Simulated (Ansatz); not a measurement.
## Pressure against volume: BaF2

```cif
data_structure
_symmetry_space_group_name_H-M 'Fm-3m'
_symmetry_Int_Tables_number 225
_cell_length_a 6.2001
_cell_length_b 6.2001
_cell_length_c 6.2001
_cell_angle_alpha 90.000
_cell_angle_beta 90.000
_cell_angle_gamma 90.000
_cell_volume 238.34
loop_
_atom_site_label
_atom_site_type_symbol
_atom_site_symmetry_multiplicity
_atom_site_Wyckoff_symbol
_atom_site_fract_x
_atom_site_fract_y
_atom_site_fract_z
_atom_site_occupancy
Ba1 Ba 4 a 0.00000 0.00000 0.00000 1
F1 F 8 c 0.25000 0.75000 0.75000 1
```

The runs use the primitive cell with vectors (0.000, 3.100, 3.100), (3.100, 0.000, 3.100), (3.100, 3.100, 0.000) Å, to which the k mesh refers.

The cell comes from COD entry 9009004, which wasn't checked; take it as a given geometry.

Spin–orbit coupling is left out, though it moves levels of the heavy atoms by tenths of an eV or more.

Levels of theory: DFT, LDA, all-electron LAPW, scalar-relativistic (Ansatz 0.2.0); DFT, LDA, PAW with Ansatz's default frozen-core files, scalar-relativistic (Ansatz 0.2.0).

For LAPW: a Γ-centred 8×8×8 k mesh, Fermi–Dirac smearing of 0.01 eV, basis error target 1 meV/atom, no spin polarisation. PAW takes a cutoff of 420 eV at this cell (files made with PBE, cores remade for this functional). The Ansatz runs share mesh, smearing and spin set-up. Plane-wave (PAW) pressures include the program's estimate of the Pulay term.

The cell above is scaled evenly, with fractional coordinates and shape held.

```json
{"V/V(cell)": "0.9400", "V (Å³/atom)": "18.670", "P, LAPW (GPa)": "-0.99", "P, PAW (GPa)": "-1.00", "gap on the k mesh, LAPW (eV)": "6.70", "free energy over the lowest listed, PAW (meV/atom)": "0.0"}
{"V/V(cell)": "0.9800", "V (Å³/atom)": "19.464", "P, LAPW (GPa)": "-3.51", "P, PAW (GPa)": "-3.53", "gap on the k mesh, LAPW (eV)": "6.53", "free energy over the lowest listed, PAW (meV/atom)": "11.5"}
{"V/V(cell)": "1.0000", "V (Å³/atom)": "19.862", "P, LAPW (GPa)": "-4.56", "P, PAW (GPa)": "-4.57", "gap on the k mesh, LAPW (eV)": "6.44", "free energy over the lowest listed, PAW (meV/atom)": "21.5"}
{"V/V(cell)": "1.0100", "V (Å³/atom)": "20.060", "P, LAPW (GPa)": "?", "P, PAW (GPa)": "?", "gap on the k mesh, LAPW (eV)": "?", "free energy over the lowest listed, PAW (meV/atom)": "?"}
{"V/V(cell)": "1.0400", "V (Å³/atom)": "20.656", "P, LAPW (GPa)": "-6.28", "P, PAW (GPa)": "-6.30", "gap on the k mesh, LAPW (eV)": "6.28", "free energy over the lowest listed, PAW (meV/atom)": "48.7"}
```

(1) Fill in the row V/V(cell) = 1.0100.

## Answers

(1) P, LAPW (GPa) = -5.03, P, PAW (GPa) = -5.04, gap on the k mesh, LAPW (eV) = 6.40, free energy over the lowest listed, PAW (meV/atom) = 27.5.
